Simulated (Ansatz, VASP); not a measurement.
**KBr in VASP and in Ansatz**

```xyz
2
Lattice="0.0000 3.2431 3.2431 3.2431 0.0000 3.2431 3.2431 3.2431 0.0000" Properties=species:S:1:pos:R:3 pbc="T T T"
K     0.0000    0.0000    0.0000
Br    3.2431    3.2431    3.2431
```

Change from the starting cell: strain -0.015 along x and y, -0.015 along z, atoms carried along.

Alike in both runs: task single point; functional LDA; k mesh 6 × 6 × 6; occupations gaussian, width 0.05 eV; no spin polarisation.

|  | VASP | Ansatz |
| --- | --- | --- |
| version | VASP 6.6.1 | Ansatz 0.2.0 |
| potentials or method | VASP PAW LDA potentials, release 64 (K_sv, Br) | scalar-relativistic, plane waves, PAW |
| plane-wave cutoff (eV) | 520 | 420 |
| valence electrons in the cell | 16 | 16 |

VASP gave:

* gap on the k mesh at the Fermi level (eV): 4.18
* least direct gap on the mesh (eV): 4.18
* pressure (GPa): -0.9

Problem. What did Ansatz give for the same quantities?

Solution. gap on the k mesh at the Fermi level (eV): 4.17; least direct gap on the mesh (eV): 4.17; pressure (GPa): -0.9.
